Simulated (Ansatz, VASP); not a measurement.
# CuO in VASP and in Ansatz

```xyz
16
Lattice="3.8339 0.0000 5.0581 0.0000 3.4230 0.0000 -5.5341 0.0000 5.0581" Properties=species:S:1:pos:R:3 pbc="T T T"
Cu   -4.3631    0.8558    5.0581
Cu    0.3209    0.8558    5.0581
Cu   -2.0211    2.5673    5.0581
Cu    2.6629    2.5673    5.0581
Cu    0.7460    2.5673    2.5290
Cu   -0.1041    2.5673    7.5871
Cu   -1.5960    0.8558    2.5290
Cu   -2.4461    0.8558    7.5871
O    -0.2125    1.4322    1.2645
O    -1.0626    1.4322    6.3226
O    -3.4046    3.1437    6.3226
O     1.2794    3.1437    6.3226
O    -0.6375    1.9908    3.7935
O    -1.4876    1.9908    8.8516
O    -2.9795    0.2793    3.7935
O     1.7045    0.2793    3.7935
```

Alike in both runs: task single point; functional PBE; k mesh 3 × 6 × 3; occupations gaussian, width 0.02 eV; collinear spin; Hubbard terms Cu d U = 6.0 eV.

```csv
,VASP,Ansatz
version,VASP 6.6.1,Ansatz 0.2.0
potentials or method,"VASP PAW PBE potentials, release 64 (Cu, O)","scalar-relativistic, plane waves, PAW"
plane-wave cutoff (eV),520,420
valence electrons in the cell,136,200
```

```tsv
	VASP	Ansatz	Ansatz less VASP
gap on the k mesh at the Fermi level (eV)	1.82	1.28	-0.536
least direct gap on the mesh (eV)	1.95	1.43	-0.520
pressure (GPa)	2.5	8.2	+5.67
largest component of the traceless stress (GPa)	0.37	0.85	+0.481
rms of the force components (eV/Å)	0.049	0.065	+0.0153
net moment per atom (μB)	0.00	0.00	0.000
size of the moment on the site where the two differ most (μB)	0.64	0.58	-0.064
```

Site moments also hang on the region over which each program counts them. The programs project onto different local orbitals, so the same U acts differently. Atom by atom the forces differ by 0.018 eV/Å (rms over components). The two sets of potentials don't hold the same shells in valence.

Caveats: an odd mesh through Γ misses points on the zone boundary, where band edges often lie. The state reached can hang on the start; a lower one may exist.
